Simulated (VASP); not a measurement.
Crystal: CdTe.

```
CELL_PARAMETERS angstrom
0.00000 3.24780 3.24780
3.24780 0.00000 3.24780
3.24780 3.24780 0.00000
ATOMIC_POSITIONS crystal
Cd 0.00000 0.00000 0.00000
Te 0.25000 0.25000 0.25000
```

Base run:

| Quantity | Value |
| --- | --- |
| Program | VASP 6.6.1 |
| Functional | HSE06 |
| Potentials or basis | VASP PAW PBE potentials, release 64 (Cd, Te) |
| Cutoff | 520 eV |
| k mesh | 6 × 6 × 6 |
| Occupations | gaussian, width 0.03 eV |
| Spin | no spin polarisation |

Its results: band gap on the k mesh 1.54 eV, direct; pressure 1.3 GPa.

**Question.** The run is repeated on the same cell with these changes: functional from HSE06 to PBEsol. What comes out?

**Answer.** Band gap on the k mesh 0.64 eV, direct; pressure 0.1 GPa.

HSE06 gives the wider gap, since exact exchange removes part of the self-interaction.

Caveats: the PAW data sets were made with another functional, which shifts forces and pressure a little; spin-orbit coupling is left out, which moves the levels of the heavy elements.
